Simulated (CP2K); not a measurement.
The system is HfC.

```
CELL_PARAMETERS angstrom
2.43943 0.00000 0.00000
0.00000 4.69500 0.00000
0.00000 0.00000 2.56227
ATOMIC_POSITIONS crystal
Hf 0.00000 0.00000 0.00000
C 0.00000 0.50000 0.75000
```

The cell was built by a generator and needn't be a form met in nature.

Base run:

* Program: CP2K 2026.2
* Functional: BEEF-vdW
* Potentials or basis: POTENTIAL_UZH Hf GTH-PBE-q12, C GTH-PBE-q4; TZVP-MOLOPT-PBE-GTH basis
* Density cutoff: 9184 eV
* k mesh: 11 × 6 × 10
* Occupations: fermi-dirac, width 0.05 eV
* Spin: no spin polarisation

Its results: band gap on the k mesh none (metal or under the smearing width); pressure 11.9 GPa; largest force 0.100 eV/Å.

Q: The run is repeated on the same cell with these changes: functional from BEEF-vdW to WC. What comes out?

A: Band gap on the k mesh none (metal or under the smearing width); pressure 6.2 GPa; largest force 0.108 eV/Å.

Caveats: the potentials were made for another functional, which shifts forces and pressure; the basis of atomic orbitals isn't converged, which shifts pressures, moduli and gaps.
